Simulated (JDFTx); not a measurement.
Crystal: Ti.

```
Ti
1.0
    -1.64100    1.64100    1.64100
     1.64100   -1.64100    1.64100
     1.64100    1.64100   -1.64100
Ti
1
Direct
  0.00000 0.00000 0.00000
```

This isn't the form of Ti at room conditions, which is hcp.

Base run:

| Item | Value |
| --- | --- |
| Program | JDFTx 1.7.0 (patched build) |
| Functional | LDA |
| Potentials or basis | PseudoDojo-SR-LDA-0.4.1-standard with smoothed tails |
| Cutoff | 1143 eV |
| Density cutoff | 4572 eV |
| k mesh | 11 × 11 × 11 |
| Occupations | fermi-dirac, width 0.05 eV |
| Spin | no spin polarisation |

Its results: band gap on the k mesh none (metal or under the smearing width); pressure -10.9 GPa.

Question: The run is repeated on the same cell with these changes: functional from LDA to PBEsol; potentials or basis from PseudoDojo-SR-LDA-0.4.1-standard with smoothed tails to PseudoDojo-SR-PBEsol-0.4.1-standard with smoothed tails. What comes out?

Answer: Band gap on the k mesh none (metal or under the smearing width); pressure -6.7 GPa.

Not every run made on this cell is shown here.
